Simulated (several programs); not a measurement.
# Many methods on one cell: WSe2 (P6_3/mmc)

Measured values to be reproduced:
- volume: 20.26 Å³ an atom (from the lattice constants; in-plane a, pristine; “Intrinsic p-type W-based transition metal dichalcogenide by substitutional Ta-doping”; 2017; arxiv:1707.05197)

WSe2 (P6_3/mmc) from a database structure, relaxed with r2SCAN+rVV10 in Ansatz, was computed with several methods. The symmetry is P6_3/mmc (No. 194, hexagonal); conventional cell a = 3.300 Å, c = 13.150 Å, 20.67 Å³ an atom. Around W lie 6 Se at 2.53 Å; around Se lie 3 W at 2.53 Å. The values are computed, spin-unpolarised.

```cif
data_structure
_symmetry_space_group_name_H-M 'P6_3/mmc'
_symmetry_Int_Tables_number 194
_cell_length_a 3.2997
_cell_length_b 3.2997
_cell_length_c 13.1497
_cell_angle_alpha 90.000
_cell_angle_beta 90.000
_cell_angle_gamma 120.000
_cell_volume 124.00
loop_
_atom_site_label
_atom_site_type_symbol
_atom_site_symmetry_multiplicity
_atom_site_Wyckoff_symbol
_atom_site_fract_x
_atom_site_fract_y
_atom_site_fract_z
_atom_site_occupancy
W1 W 2 d 0.66667 0.33333 0.25000 1
Se1 Se 4 f 0.33333 0.66667 0.37667 1
```

Gaps and times are for a single point on this cell; volume and bulk modulus come from each method's own relaxation or energy curve at fixed shape, which is too stiff where a cell has free coordinates or axes. Times are rough, from shared hosts (Arm Neoverse V2; Intel Xeon Platinum 8488C), and each method has its own mesh and cell size. A double dagger marks a value from a curve with shape and coordinates held. A star marks a curve whose lowest point is an end point. PM7 (MOPAC), GFN1-xTB (tblite), GFN2-xTB (tblite) treat a cluster of cells at its zone centre, which samples few k points: where these miss a band edge, the gap comes out too large for that reason alone. Gaps from k meshes are read at a limited set of points (mesh, symmetry points, PBE's band edges), so each method's own least gap may be somewhat smaller. xTB and the PM methods were fitted mostly to molecules, and can miss a solid's gap by electronvolts. Minimal bases can be far off for gaps. Times of the plane-wave ladder aren't listed, since it ran on unlike processors and cards. Curves at held shape can't give the bulk modulus of a layered or molecular crystal, so none is listed. d marks a direct gap, i an indirect one (no mark: not told apart), a dash a value that wasn't computed or didn't pass its checks.

```tsv
method	kind	gap (eV)	own volume (Å³/atom)	bulk modulus (GPa)	atoms computed	processor time
PBE-D3(BJ)	semilocal	–	19.85	–	6	–
r2SCAN+rVV10	semilocal	–	20.66	–	6	–
PBE-D4	semilocal	–	19.92	–	6	–
light PBE (260 eV and a coarse mesh)	light plane-wave	1.04 i	–	–	6	5.2 s
GFN1-xTB (tblite)	tight binding	1.99	20.28‡	–	cluster	8.6 s
PBE	semilocal	1.02 i	–	–	6	–
LDA	semilocal	0.96 i	–	–	6	–
GFN2-xTB (tblite)	tight binding	0.92	21.01‡	–	cluster	19 s
r2SCAN	semilocal	1.14 i	–	–	6	–
PBE/SZV (CP2K)	small basis	0.85 i	22.97*‡	–	6	40 s
PBE/DZVP (CP2K)	small basis	1.03 i	21.27‡	–	6	83 s
PM7 (MOPAC)	semi-empirical	4.98	–	–	cluster	2.1 min
PBE+SOC	semilocal	0.95 i	–	–	6	–
HSE06	hybrid	1.50 i	–	–	6	–
PBE0	hybrid	2.15 i	–	–	6	–
r2SCANh	hybrid	1.58 i	–	–	6	–
DDH-PBE0	hybrid	1.38 i	–	–	6	–
```

Against HSE06 (1.50 eV) and with closed or daggered gaps left aside, the nearest gap at the points sampled is that of r2SCANh (+0.08 eV) and the farthest that of PM7 (MOPAC) (+3.48 eV). HSE06 is only a yardstick of convenience, and nearness to it can be luck.

Runs without a result: GLLB-SC (GPAW) (single point).

Comparison with experiment:
- Volume, measured 20.26 Å³ an atom: PBE-D3(BJ) -2.0 %, r2SCAN+rVV10 +2.0 %, PBE-D4 -1.7 %.
The calculations are for a static lattice; samples hold vibrations, temperature and, in optical gaps, excitons. A measured value is shown where most reports agree with it, and only for the quantities listed.

Only the rows marked +SOC include spin-orbit coupling.
